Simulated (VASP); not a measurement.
# Ge (Fd-3m) in VASP: a series of runs

One crystal, Ge, is run at these levels: PBE; tasks: relaxation of cell and atoms, single point.

Program: VASP 6.6.1. These are calculated values, not measurements. Logs are shortened: lines on timing, memory, paths and dates and some standing lists are left out, and cuts for length are marked.

**Experimental background.**

“Electronic and optical properties of SixGe1-x-ySny alloys lattice-matched to Ge”, 2021, arxiv:2109.02782 reports, for a bulk crystal of Ge at 293 K: band gap 0.666 eV (indirect).

How close the calculation comes is told below.

**1. The structure**

It takes space group Fd-3m (No. 227, cubic). The conventional cell has a = 5.658 Å, b = 5.658 Å, c = 5.658 Å, α = 90.00°, β = 90.00°, γ = 90.00°. Around Ge (site symmetry -43m) lie 4 Ge at 2.45 Å.

**2. Relaxation of cell and atoms, PBE**

INCAR reads:

```
SYSTEM = Ge
PREC = Accurate
ENCUT = 520
EDIFF = 1E-7
ISMEAR = 0
SIGMA = 0.02
LREAL = .False.
LASPH = .True.
NELM = 80
ALGO = Normal
ISIF = 3
LWAVE = .False.
LCHARG = .False.
GGA = PE
IBRION = 2
NSW = 80
EDIFFG = -0.002
```

KPOINTS reads:

```
Automatic mesh
0
Gamma
  10 10 10
  0 0 0
```

POSCAR reads:

```
Ge
1.0
    0.0000000000      2.8289100000      2.8289100000
    2.8289100000      0.0000000000      2.8289100000
    2.8289100000      2.8289100000      0.0000000000
Ge
2
Direct
    0.0000000000      0.0000000000      0.0000000000
    0.2500000000      0.2500000000      0.2500000000
```

Potentials or basis: VASP PAW PBE potentials, release 64 (Ge).

Started as:

```
> cat potpaw_PBE.64/Ge/POTCAR > POTCAR
> mpirun -np 1 vasp_std > vasp.out
```

OUTCAR:

```text
SYSTEM = Ge
   PREC = Accurate
   ENCUT = 520
   EDIFF = 1E-7
   ISMEAR = 0
   LREAL = .False.
   LASPH = .True.
   NELM = 80
   ISIF = 3
   GGA = PE
   IBRION = 2
   NSW = 80
   EDIFFG = -0.002

 ion  position               nearest neighbor table
   1  0.000  0.000  0.000-   2 2.45   2 2.45   2 2.45   2 2.45
   2  0.250  0.250  0.250-   1 2.45   1 2.45   1 2.45   1 2.45

  LATTYP: Found a face centered cubic cell.
 ALAT       =     5.6578200000

  Lattice vectors:

 A1 = (   0.0000000000,   2.8289100000,   2.8289100000)
 A2 = (   2.8289100000,   0.0000000000,   2.8289100000)
 A3 = (   2.8289100000,   2.8289100000,   0.0000000000)

Analysis of symmetry for initial positions (statically):
=====================================================================
 Subroutine PRICEL returns:
 Original cell was already a primitive cell.

 Routine SETGRP: Setting up the symmetry group for a
 face centered cubic supercell.

 Subroutine GETGRP returns: Found 48 space group operations
 (whereof 24 operations were pure point group operations)
 out of a pool of 48 trial point group operations.

The static configuration has the point symmetry T_d .
 The point group associated with its full space group is O_h .

Analysis of symmetry for dynamics (positions and initial velocities):
=====================================================================
 Subroutine PRICEL returns:
 Original cell was already a primitive cell.

 Routine SETGRP: Setting up the symmetry group for a
 face centered cubic supercell.

 Subroutine GETGRP returns: Found 48 space group operations
 (whereof 24 operations were pure point group operations)
 out of a pool of 48 trial point group operations.

The dynamic configuration has the point symmetry T_d .
 The point group associated with its full space group is O_h .

 Subroutine INISYM returns: Found 48 space group operations
 (whereof 24 operations are pure point group operations),
 and found     1 'primitive' translations

----------------------------------------------------------------------------------------

                                     Primitive cell

  volume of cell :      45.2780

  direct lattice vectors                    reciprocal lattice vectors
     0.000000000  2.828910000  2.828910000    -0.176746521  0.176746521  0.176746521
     2.828910000  0.000000000  2.828910000     0.176746521 -0.176746521  0.176746521
     2.828910000  2.828910000  0.000000000     0.176746521  0.176746521 -0.176746521

  length of vectors
     4.000682889  4.000682889  4.000682889     0.306133954  0.306133954  0.306133954

  position of ions in fractional coordinates (direct lattice)
     0.000000000  0.000000000  0.000000000
     0.250000000  0.250000000  0.250000000

  ion indices of the primitive-cell ions
   primitive index   ion index
                 1           1
                 2           2

----------------------------------------------------------------------------------------

 KPOINTS: Automatic mesh

Automatic generation of k-mesh.
 Grid dimensions read from file:
 generate k-points for:   10   10   10

 Generating k-lattice:

  Cartesian coordinates                     Fractional coordinates (reciprocal lattice)
    -0.017674652  0.017674652  0.017674652     0.100000000  0.000000000  0.000000000
     0.017674652 -0.017674652  0.017674652     0.000000000  0.100000000  0.000000000
     0.017674652  0.017674652 -0.017674652     0.000000000  0.000000000  0.100000000

  Length of vectors
     0.030613395  0.030613395  0.030613395

  Shift w.r.t. Gamma in fractional coordinates (k-lattice)
     0.000000000  0.000000000  0.000000000

 Subroutine IBZKPT returns following result:
 ===========================================

 Found     47 irreducible k-points:

 Following reciprocal coordinates:
            Coordinates               Weight
  0.000000  0.000000  0.000000      1.000000
  0.100000  0.000000  0.000000      8.000000
  0.200000  0.000000  0.000000      8.000000
  0.300000  0.000000  0.000000      8.000000
  0.400000  0.000000  0.000000      8.000000
  0.500000  0.000000  0.000000      4.000000
[... 16 lines left out ...]
  0.300000  0.300000  0.000000      6.000000
  0.400000  0.300000  0.000000     24.000000
 [... further k-points ...]
   k-points           NKPTS =     47   k-points in BZ     NKDIM =     47   number of bands    NBANDS=      8
   number of dos      NEDOS =    301   number of ions     NIONS =      2
   total plane-waves  NPLWV =  27000
   dimension x,y,z NGX =    30 NGY =   30 NGZ =   30
   dimension x,y,z NGXF=    60 NGYF=   60 NGZF=   60
   ions per type =               2
   NGX,Y,Z   is equivalent  to a cutoff of  12.47, 12.47, 12.47 a.u.
   NGXF,Y,Z  is equivalent  to a cutoff of  24.93, 24.93, 24.93 a.u.
 SYSTEM =  Ge
   PREC   = accura    normal or accurate (medium, high low for compatibility)
   ISTART =      0    job   : 0-new  1-cont  2-samecut
   ICHARG =      2    charge: 1-file 2-atom 10-const
   ISPIN  =      1    spin polarized calculation?
   LNONCOLLINEAR =      F non collinear calculations
   LSORBIT =      F    spin-orbit coupling
   LASPH  =      T    aspherical Exc in radial PAW
   ENCUT  =  520.0 eV  38.22 Ry    6.18 a.u.   7.44  7.44  7.44*2*pi/ulx,y,z
   NELM   =     80;   NELMIN=  2; NELMDL= -5     # of ELM steps
   EDIFF  = 0.1E-06   stopping-criterion for ELM
   LREAL  =      F    real-space projection
   EDIFFG = -.2E-02   stopping-criterion for IOM
   NSW    =     80    number of steps for IOM
   IBRION =      2    ionic relax: 0-MD 1-quasi-New 2-CG
   NFREE  =      1    steps in history (QN), initial steepest desc. (CG)
   ISIF   =      3    stress and relaxation
   ISYM   =      2    0-nonsym 1-usesym 2-fastsym
   POTIM  = 0.5000    time-step for ionic-motion
   TEBEG  =    0.0;   TEEND  =   0.0 temperature during run
   PSTRESS=    0.0 pullay stress
   NELECT =       8.0000    total number of electrons
   NUPDOWN=      -1.0000    fix difference up-down
   EMIN   =  10.00;   EMAX   =-10.00  energy-range for DOS
   EFERMI =   0.00;   METHOD = LEGACY
   ISMEAR =     0;   SIGMA  =   0.02  broadening in eV -4-tet -1-fermi 0-gaus
   EFERMI_NEDOS =   21; number of points for ismear=-14 and -15
   IALGO  =     38    algorithm
   IMIX   =      4    mixing-type and parameters
     AMIX     =   0.40;   BMIX     =  1.00
     AMIX_MAG =   1.60;   BMIX_MAG =  1.00
  volume/ion in A,a.u.               =      22.64       152.78
  Fermi-wavevector in a.u.,A,eV,Ry     =   0.918634  1.735966 11.481791  0.843888
  Thomas-Fermi vector in A             =   2.043737
   LORBIT       =      0    0 simple, 1 ext, 2 COOP (PROOUT), +10 PAW based schemes
   GGA     = PE    functional components
   LHFCALC =     F    Hartree Fock is set to
   AEXX    =    0.0000 exact exchange contribution
   IVDW    =     0    specifies the selected vdW correction
   LEPSILON=     F    determine dielectric tensor
   LRPA    =     F    only Hartree local field effects (RPA)
 conjugate gradient relaxation of ions
 non-spin polarized calculation
 Gauss-broadening in eV      SIGMA  =   0.02
  energy-cutoff  :      520.00
  volume of cell :       45.28
 maximum number of plane-waves:      1243
 NGX is ok and might be reduce to    30
   NGX = 15   NGY = 15   NGZ = 15

--------------------------------------- Ionic step        1  -------------------------------------------

 number of electron       8.0000000 magnetization

 Free energy of the ion-electron system (eV)
  ---------------------------------------------------
  ext. energy  EPLUGINS =         0.00000000
  ---------------------------------------------------
  free energy    TOTEN  =        -8.94607554 eV

  energy without entropy =       -8.94607239  energy(sigma->0) =       -8.94607396

------------------------ aborting loop because EDIFF is reached ----------------------------------------

  FORCE on cell =-STRESS in cart. coord.  units (eV):
  Direction    XX          YY          ZZ          XY          YZ          ZX
  --------------------------------------------------------------------------------------
  -------------------------------------------------------------------------------------
  Total        1.2592194      1.2592194      1.2592194      0.0000000      0.0000000     -0.0000000
  in kB       44.5578888     44.5578888     44.5578888      0.0000000      0.0000000     -0.0000000
  external PRESSURE =      44.5578888 kB  Pullay stress =       0.0000000 kB
[... 57 lines left out ...]
  energy  without entropy=       -8.9807514192  energy(sigma->0) =       -8.98077399

--------------------------------------- Ionic step        3  -------------------------------------------

 number of electron       8.0000000 magnetization

 Free energy of the ion-electron system (eV)
  ---------------------------------------------------
  ext. energy  EPLUGINS =         0.00000000
  ---------------------------------------------------
  free energy    TOTEN  =        -8.98606591 eV

  energy without entropy =       -8.98599932  energy(sigma->0) =       -8.98603261

 E-fermi :   3.2179     XC(G=0):  -8.8797

 val. band max:        3.0168313081   @ k =   0.1000   0.0000   0.0000
 cond. band min:       3.2241740830   @ k =   0.5000   0.0000   0.0000
 fundamental gap:      0.2073427749
 Fermi energy:         3.2178820677

 k-point     1 :       0.0000    0.0000    0.0000
  band No.  band energies     occupation
      1      -9.0669      2.00000
      2       2.7061      2.00000
      3       3.2284      0.45816
      4       3.2284      0.45816
      5       3.2284      0.45815
      6       5.7389      0.00000
      7       5.7389      0.00000
      8       5.7389      0.00000
[... 243 lines left out ...]
 k-point    24 :       0.4000    0.3000    0.0000
  band No.  band energies     occupation
      1      -7.1793      2.00000
      2      -3.2686      2.00000
      3       0.4232      2.00000
      4       0.7832      2.00000
      5       4.2650      0.00000
      6       5.3658      0.00000
      7       9.5788      0.00000
      8      10.1123      0.00000

 [... further k-points ...]

------------------------ aborting loop because EDIFF is reached ----------------------------------------

  FORCE on cell =-STRESS in cart. coord.  units (eV):
  Direction    XX          YY          ZZ          XY          YZ          ZX
  --------------------------------------------------------------------------------------
  -------------------------------------------------------------------------------------
  Total        0.0017717      0.0017717      0.0017717      0.0000000     -0.0000000      0.0000000
  in kB        0.0587426      0.0587426      0.0587426      0.0000000     -0.0000000      0.0000000
  external PRESSURE =       0.0587426 kB  Pullay stress =       0.0000000 kB
[... 17 lines left out ...]
  FREE ENERGIE OF THE ION-ELECTRON SYSTEM (eV)
  ---------------------------------------------------
  free  energy   TOTEN  =        -8.9860659058 eV

  energy  without entropy=       -8.9859993164  energy(sigma->0) =       -8.98603261

 reached required accuracy - stopping structural energy minimisation
```

Run time: 18 s. Hardware: 1 thread of Intel Xeon 6975P-C (Granite Rapids), shared host; peak memory 0.17 GiB.

What came out:

```
Free energy                            : -8.9861 eV
Relaxed volume                         : 24.16 Å³/atom
Relaxed cell                           : a = 4.088 Å, b = 4.088 Å, c = 4.088 Å, α = 60.00°, β = 60.00°, γ = 60.00°
Space group after relaxing (to 0.05 Å) : Fd-3m (No. 227)
Energy gained by relaxing              : 20.0 meV/atom
Ionic steps                            : 3
Pressure after relaxing                : 0.0 GPa
Band gap on the k mesh                 : none (metal or under the smearing width)
```

The path:
```
step  energy change (eV)  largest force (eV/Å)  pressure (GPa)  volume (Å³)
   1              0.0000                0.0000            4.46        45.28
   2             -0.0347                0.0000           -1.37        49.53
   3             -0.0400                0.0000            0.01        48.32
```

Final structure:
```
CELL_PARAMETERS angstrom
0.00000 2.89095 2.89095
2.89095 0.00000 2.89095
2.89095 2.89095 0.00000
ATOMIC_POSITIONS crystal
Ge 0.00000 0.00000 0.00000
Ge 0.25000 0.25000 0.25000
```

Caveat: this crystal is a semiconductor, whose small gap the functional closes, so the metal is an error of the method. Zero-point motion and thermal expansion aren't in these numbers.

**3. Relaxation of cell and atoms, PBE**

This run uses another cell than the first one, of 24.16 Å³/atom, 1.067 times its volume.

INCAR is that of step 2.

KPOINTS is that of step 2.

POSCAR reads:

```
Ge                                      
1.0
    0.0000000000      2.8909458648      2.8909458648
    2.8909458648      0.0000000000      2.8909458648
    2.8909458648      2.8909458648     -0.0000000000
  Ge            
     2
Direct
     0.0000000000000000    0.0000000000000000    0.0000000000000000
     0.2500000000000000    0.2500000000000000    0.2500000000000000
```

Potentials or basis: VASP PAW PBE potentials, release 64 (Ge).

Started as:

```
> cat potpaw_PBE.64/Ge/POTCAR > POTCAR
> mpirun -np 1 vasp_std > vasp.out
```

OUTCAR:

```text
SYSTEM = Ge
   PREC = Accurate
   ENCUT = 520
   EDIFF = 1E-7
   ISMEAR = 0
   LREAL = .False.
   LASPH = .True.
   NELM = 80
   ISIF = 3
   GGA = PE
   IBRION = 2
   NSW = 80
   EDIFFG = -0.002

 ion  position               nearest neighbor table
   1  0.000  0.000  0.000-   2 2.50   2 2.50   2 2.50   2 2.50
   2  0.250  0.250  0.250-   1 2.50   1 2.50   1 2.50   1 2.50

  LATTYP: Found a face centered cubic cell.
 ALAT       =     5.7818917296

  Lattice vectors:

 A1 = (   0.0000000000,   2.8909458648,   2.8909458648)
 A2 = (   2.8909458648,   0.0000000000,   2.8909458648)
 A3 = (   2.8909458648,   2.8909458648,   0.0000000000)

Analysis of symmetry for initial positions (statically):
=====================================================================
 Subroutine PRICEL returns:
 Original cell was already a primitive cell.

 Routine SETGRP: Setting up the symmetry group for a
 face centered cubic supercell.

 Subroutine GETGRP returns: Found 48 space group operations
 (whereof 24 operations were pure point group operations)
 out of a pool of 48 trial point group operations.

[... 172 lines left out ...]

 k-point     1 :       0.0000    0.0000    0.0000
  band No.  band energies     occupation
      1      -9.0669      2.00000
      2       2.7061      2.00000
      3       3.2284      0.45808
      4       3.2284      0.45808
      5       3.2284      0.45808
      6       5.7389      0.00000
      7       5.7389      0.00000
      8       5.7389      0.00000
[... 243 lines left out ...]
 k-point    24 :       0.4000    0.3000    0.0000
  band No.  band energies     occupation
      1      -7.1793      2.00000
      2      -3.2686      2.00000
      3       0.4232      2.00000
      4       0.7831      2.00000
      5       4.2649      0.00000
      6       5.3658      0.00000
      7       9.5787      0.00000
      8      10.1122      0.00000

 [... further k-points ...]

------------------------ aborting loop because EDIFF is reached ----------------------------------------

  FORCE on cell =-STRESS in cart. coord.  units (eV):
  Direction    XX          YY          ZZ          XY          YZ          ZX
  --------------------------------------------------------------------------------------
  -------------------------------------------------------------------------------------
  Total        0.0015173      0.0015173      0.0015173      0.0000000      0.0000000      0.0000000
  in kB        0.0503087      0.0503087      0.0503087      0.0000000      0.0000000      0.0000000
  external PRESSURE =       0.0503087 kB  Pullay stress =       0.0000000 kB

 VOLUME and BASIS-vectors are now :
 -----------------------------------------------------------------------------
  energy-cutoff  :      520.00
  volume of cell :       48.32
      direct lattice vectors                 reciprocal lattice vectors
     0.000000000  2.890945865  2.890945865    -0.172953775  0.172953775  0.172953775
     2.890945865  0.000000000  2.890945865     0.172953775 -0.172953775  0.172953775
     2.890945865  2.890945865  0.000000000     0.172953775  0.172953775 -0.172953775

 POSITION                                       TOTAL-FORCE (eV/Angst)
 -----------------------------------------------------------------------------------
      0.00000      0.00000      0.00000         0.000000      0.000000      0.000000
      1.44547      1.44547      1.44547        -0.000000     -0.000000     -0.000000
 -----------------------------------------------------------------------------------
    total drift:                                0.000000     -0.000000      0.000000

  FREE ENERGIE OF THE ION-ELECTRON SYSTEM (eV)
  ---------------------------------------------------
  free  energy   TOTEN  =        -8.9861629463 eV

  energy  without entropy=       -8.9860963579  energy(sigma->0) =       -8.98612965

 reached required accuracy - stopping structural energy minimisation
```

Wall time 8 s (1 thread of Intel Xeon 6975P-C (Granite Rapids), shared host); peak memory 0.17 GiB.

What came out:

```
Free energy             : -8.9862 eV
Pressure after relaxing : 0.0 GPa
Band gap on the k mesh  : none (metal or under the smearing width)
```

Final structure:
```xyz
2
Lattice="0.0000 2.8909 2.8909 2.8909 0.0000 2.8909 2.8909 2.8909 0.0000" Properties=species:S:1:pos:R:3 pbc="T T T"
Ge    0.0000    0.0000    0.0000
Ge    1.4455    1.4455    1.4455
```

Caveat: the relaxation stopped at its first step, so nothing moved; this crystal is a semiconductor, whose small gap the functional closes, so the metal is an error of the method.

**4. Single point, PBE**

This run uses another cell than the first one, of 24.16 Å³/atom, 1.067 times its volume.

INCAR reads:

```
SYSTEM = Ge
PREC     = Accurate       ! precision mode
ENCUT    = 520            ! plane-wave cutoff, eV
EDIFF    = 1E-7           ! SCF threshold, eV
ISMEAR   = 0              ! smearing method
SIGMA    = 0.02           ! smearing width, eV
LREAL    = .FALSE.        ! projectors in reciprocal space
LASPH    = .TRUE.         ! aspherical terms in the spheres
NELM     = 80             ! most SCF steps
ALGO     = Normal         ! electronic algorithm
ISIF     = 2              ! what is computed and relaxed
LWAVE    = .FALSE.        ! write WAVECAR
LCHARG   = .FALSE.        ! write CHGCAR
GGA      = PE             ! functional
NBANDS   = 11             ! bands
```

KPOINTS reads:

```
Automatic mesh
0
G
  10 10 10
  0 0 0
```

Changes to POSCAR since step 3:

```diff
@@ -4,3 +4,3 @@
     2.8909458648      0.0000000000      2.8909458648
-    2.8909458648      2.8909458648     -0.0000000000
+    2.8909458648      2.8909458648      0.0000000000
   Ge
```

Started as:

```
> cat potpaw_PBE.64/Ge/POTCAR > POTCAR
> mpirun -np 1 vasp_std > vasp.out
```

It took 8.7 s on 1 thread of Intel Xeon 6975P-C (Granite Rapids), shared host; peak memory 0.17 GiB.

Results (log left out):

```yaml
Free_energy: -8.9862 eV
Pressure: 0.0 GPa
Band_gap_on_the_k_mesh: none (metal or under the smearing width)
```

Levels at points of the mesh, in eV from the Fermi level:
```tsv
k point	band 1	band 2	band 3	band 4	band 5	band 6	band 7	band 8
(0.00, 0.00, 0.00)	-12.28	-0.51	0.01	0.01	0.01	2.52	2.52	2.52
(0.50, 0.00, 0.00)	-10.36	-7.31	-1.30	-1.30	0.01	3.70	3.70	7.07
(0.50, 0.50, 0.00)	-8.65	-8.65	-2.85	-2.85	0.83	0.83	8.97	8.97
```

Caveat: this crystal is a semiconductor, whose small gap the functional closes, so the metal is an error of the method.

[end of part 1 of 2]
